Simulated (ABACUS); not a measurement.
Crystal: C.

```
C
1.0
    -1.78337    0.00000    1.78337
     0.00000    1.78337    1.78337
    -1.78337    1.78337    0.00000
C
2
Direct
  0.25000 0.25000 0.25000
  0.50000 0.50000 0.50000
```

This isn't the form of C at room conditions, which is graphite.

Base run:

* Program: ABACUS 3.10.1
* Functional: AM05
* Potentials or basis: PseudoDojo NC SR 0.4 PBEsol stringent
* Cutoff: 1116 eV
* Density cutoff: 4463 eV
* Basis: plane waves
* k mesh: 10 × 10 × 10
* Occupations: fermi-dirac, width 0.05 eV
* Spin: no spin polarisation

Its results: band gap on the k mesh 4.07 eV, indirect (least direct gap 5.54 eV); pressure -4.9 GPa.

The run is repeated on the same cell with these changes: functional from AM05 to BP86; potentials or basis from PseudoDojo NC SR 0.4 PBEsol stringent to PseudoDojo NC SR 0.4.1 PBE standard. What comes out?

Band gap on the k mesh 4.28 eV, indirect (least direct gap 5.65 eV); pressure 5.3 GPa.

Caveats: the potentials were made for another functional, which shifts forces and pressure.

A k mesh can miss the band edges.

Not every run made on this cell is shown here.
